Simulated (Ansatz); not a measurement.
Crystal: SnSe.

```
CELL_PARAMETERS angstrom
11.42000 0.00000 0.00000
0.00000 4.19000 0.00000
0.00000 0.00000 4.46000
ATOMIC_POSITIONS crystal
Sn 0.87700 0.75000 0.90900
Sn 0.62300 0.25000 0.40900
Sn 0.37700 0.75000 0.59100
Sn 0.12300 0.25000 0.09100
Se 0.64300 0.75000 0.98400
Se 0.85700 0.25000 0.48400
Se 0.14300 0.75000 0.51600
Se 0.35700 0.25000 0.01600
```

```yaml
Program: Ansatz 0.2.0
Task: relaxation of cell and atoms
Functional: RPBE
Dispersion: D3(BJ)
Potentials_or_basis: Ansatz PAW
Cutoff: "420 eV (not typed: the program's choice for these potentials)"
k_mesh: 3 × 6 × 6
Occupations: fermi-dirac, width 0.05 eV
Spin: no spin polarisation
```

At the start: volume 26.68 Å³/atom.

Task: How do energy, volume and symmetry change on relaxing?

Result: It ends after 9 steps and the volume is 20.52 Å³/atom (-23.1 %); space group Cmcm (No. 63, to 0.05 Å).

Step by step:
```
step  energy change (eV)  largest force (eV/Å)  volume (Å³)
   1              0.0000                0.3499       213.41
   2             -1.6122                0.6639       186.49
   3             -2.2750                0.5991       162.66
   4             -2.4146                0.3509       165.14
   5             -2.4501                0.1924       164.48
   6             -2.4835                0.0227       164.49
   7             -2.4843                0.0427       164.28
   8             -2.4854                0.0020       164.13
   9             -2.4770                0.0026       164.13
```

Final structure:
```cif
data_structure
_symmetry_space_group_name_H-M 'P 1'
_symmetry_Int_Tables_number 1
_cell_length_a 10.5232
_cell_length_b 3.9331
_cell_length_c 3.9656
_cell_angle_alpha 90.000
_cell_angle_beta 90.000
_cell_angle_gamma 90.000
_cell_volume 164.13
loop_
_atom_site_label
_atom_site_type_symbol
_atom_site_fract_x
_atom_site_fract_y
_atom_site_fract_z
_atom_site_occupancy
Sn1 Sn 0.88727 0.75000 0.00030 1
Sn2 Sn 0.61273 0.25000 0.50030 1
Sn3 Sn 0.38727 0.75000 0.49970 1
Sn4 Sn 0.11273 0.25000 0.99970 1
Se1 Se 0.63316 0.75000 0.00018 1
Se2 Se 0.86684 0.25000 0.50018 1
Se3 Se 0.13316 0.75000 0.49982 1
Se4 Se 0.36684 0.25000 0.99982 1
```

Caveat: the volume moved by over 15 % at a fixed basis, so the end points are rough; the plane-wave basis is chosen anew once the cell has moved, so the energies of steps on either side of that aren't comparable; the volume moved by -23 % from the deposited cell, more than functionals usually miss; pairwise dispersion overbinds metals, which lowers pressure and volume; the PAW data sets come from PBE, with cores solved anew for the run's functional, which leaves a small shift of forces and pressure.
